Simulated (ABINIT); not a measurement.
Here is an ABINIT 10.8.3 (patched build) calculation.

run.abi

```
# Datasets: ground state, then fixed potential
ndtset 2

# Pseudopotentials
pp_dirpath "./"
pseudos "N.GGA_PBE-JTH.xml, B.GGA_PBE-JTH.xml"

# Structure
acell 3*1.0
rprim
     4.8262463860     0.0000000000     0.0000000000
    -2.4131231931     4.1796519752     0.0000000000
     0.0000000000     0.0000000000     7.9875983185
ntypat 2
znucl 7 5
natom 4
typat 1 1 2 2
xred
     0.3333333333     0.6666666667     0.1252760000
     0.6666666667     0.3333333333     0.6252760000
     0.3333333333     0.6666666667     0.4997240000
     0.6666666667     0.3333333333     0.9997240000

# Plane-wave basis
ecut 26.0
pawecutdg 48.0
pawxcdev 0

# Exchange and correlation
ixc -116133

# Bands and occupations
occopt 3
tsmear 0.05 eV

# SCF cycle
nstep 100

# Output
iomode 3
prtwf 0
prteig 0
prtebands 0
enunit 1
prtden1 1
prtvha1 1
prtvclmb1 1
prtpot1 1

# Dataset 1
kptopt1 1
ngkpt1 12 12 6
nshiftk1 1
shiftk1 0.0 0.0 0.0
nband1 12
tolvrs1 1.0e-9

# Dataset 2: bands along G-M-K-G-A-L-H-A
iscf2 -2
getden2 1
nband2 18
nbdbuf2 4
tolwfr2 1.0e-11
kptopt2 -7
ndivsm2 5
prteig2 1
prtvol2 -3
kptbounds2
     0.0000000000     0.0000000000     0.0000000000
     0.5000000000     0.0000000000     0.0000000000
     0.3333333333     0.3333333333     0.0000000000
     0.0000000000     0.0000000000     0.0000000000
     0.0000000000     0.0000000000     0.5000000000
     0.5000000000     0.0000000000     0.5000000000
     0.3333333333     0.3333333333     0.5000000000
     0.0000000000     0.0000000000     0.5000000000
```

Potentials or basis: JTH PAW PBE v2.0.

Launch:

```console
$ abinit run.abi > log 2>&1
```

(1) What does it give for the band gap along the path?

(2) Predict the band gap on the k mesh.

(3) Predict the largest force.

(4) Predict the pressure.

## Answers

(1) 4.96 eV, indirect (least direct gap 8.12 eV).

(2) 4.96 eV, indirect (least direct gap 8.13 eV).

(3) 0.011 eV/Å.

(4) -5.7 GPa.

Caveat: the PAW data sets were made with another functional, which shifts forces and pressure a little.
